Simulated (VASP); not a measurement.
Here is a VASP 6.6.1 calculation.

The input POSCAR:

```
Te                                      
1.0
    4.3110269616      0.0000000000      0.0000000000
   -2.1555134808      3.7334588665     -0.0000000000
   -0.0000000000     -0.0000000000      5.9737351074
  Te            
     3
Direct
     0.2853094640107167    0.0000000000000000    0.3333333300000021
     0.0000000000000071    0.2853094640107381    0.6666666699999979
     0.7146905359892690    0.7146905359892619    0.0000000000000000
```

The input INCAR.step1:

```
SYSTEM = Te
  ALGO = Normal
  EDIFF = 1E-5
  ENCUT = 520
  GGA = PE
  ISIF = 2
  ISMEAR = 0
  LASPH = .True.
  LCHARG = .False.
  LREAL = .False.
  LWAVE = .True.
  NBANDS = 16
  NELM = 80
  PREC = Accurate
  SIGMA = 0.03
```

INCAR.step2

```
SYSTEM = Te
  ALGO = Normal
  EDIFF = 1E-7
  ENCUT = 520
  ISIF = 2
  ISMEAR = 0
  ISTART = 1
  LASPH = .True.
  LCHARG = .False.
  LREAL = .False.
  LWAVE = .False.
  METAGGA = MBJ
  NBANDS = 16
  NELM = 80
  PREC = Accurate
  SIGMA = 0.03
```

The input KPOINTS:

```
k-points
0
Gamma
  9 9 6
  0 0 0
```

The input KPOINTS_OPT:

```
explicit points
141
Reciprocal
 0.0000000000  0.0000000000  0.0000000000 1
 0.0357142857  0.0000000000  0.0000000000 1
 0.0714285714  0.0000000000  0.0000000000 1
 0.1071428571  0.0000000000  0.0000000000 1
 0.1428571429  0.0000000000  0.0000000000 1
 0.1785714286  0.0000000000  0.0000000000 1
[... 133 lines left out ...]
 0.5000000000  0.0000000000  0.5000000000 1
 0.5000000000  0.0000000000  0.0000000000 1
```

Potentials or basis: VASP PAW PBE potentials, release 64 (Te).

Launch:

```sh
$ cat potpaw_PBE.64/Te/POTCAR > POTCAR
$ cp INCAR.step1 INCAR
$ mpirun -np 1 vasp_std > vasp.out
$ cp INCAR.step2 INCAR
$ mpirun -np 1 vasp_std > vasp.out
```

Q: Predict the band gap on the k mesh.

A: 0.19 eV, direct.

Q: Estimate the band gap along the path.

A: 0.19 eV, indirect (least direct gap 0.19 eV).

Levels at the corners of the path, in eV from the valence-band top:
| point | band 6 | band 7 | band 8 | band 9 | band 10 | band 11 | band 12 | band 13 |
| --- | --- | --- | --- | --- | --- | --- | --- | --- |
| Γ | -2.55 | -1.75 | -1.75 | -1.20 | 1.10 | 1.10 | 1.87 | 5.11 |
| M | -3.92 | -3.86 | -0.80 | -0.74 | 0.71 | 0.71 | 2.86 | 3.84 |
| M | -3.92 | -3.86 | -0.80 | -0.74 | 0.71 | 0.71 | 2.86 | 3.84 |
| K | -3.34 | -3.34 | -3.22 | -3.18 | 3.10 | 3.10 | 3.29 | 5.33 |
| K | -3.34 | -3.34 | -3.22 | -3.18 | 3.10 | 3.10 | 3.29 | 5.33 |
| Γ | -2.55 | -1.75 | -1.75 | -1.20 | 1.10 | 1.10 | 1.87 | 5.11 |
| Γ | -2.55 | -1.75 | -1.75 | -1.20 | 1.10 | 1.10 | 1.87 | 5.11 |
| A | -2.69 | -1.32 | -0.84 | -0.84 | 0.32 | 0.58 | 0.58 | 3.93 |
| A | -2.69 | -1.32 | -0.84 | -0.84 | 0.32 | 0.58 | 0.58 | 3.93 |
| L | -3.61 | -2.73 | -2.49 | -0.31 | 0.48 | 2.12 | 2.80 | 4.60 |
| L | -3.61 | -2.73 | -2.49 | -0.31 | 0.48 | 2.12 | 2.80 | 4.60 |
| H | -5.32 | -0.95 | -0.01 | -0.01 | 0.19 | 1.01 | 1.01 | 6.40 |
| H | -5.32 | -0.95 | -0.01 | -0.01 | 0.19 | 1.01 | 1.01 | 6.40 |
| A | -2.69 | -1.32 | -0.84 | -0.84 | 0.32 | 0.58 | 0.58 | 3.93 |
| L | -3.61 | -2.73 | -2.49 | -0.31 | 0.48 | 2.12 | 2.80 | 4.60 |
| M | -3.92 | -3.86 | -0.80 | -0.74 | 0.71 | 0.71 | 2.86 | 3.84 |
| K | -3.34 | -3.34 | -3.22 | -3.18 | 3.10 | 3.10 | 3.29 | 5.33 |
| H | -5.32 | -0.95 | -0.01 | -0.01 | 0.19 | 1.01 | 1.01 | 6.40 |

Caveat: spin-orbit coupling is left out, which moves the levels of the heavy elements.
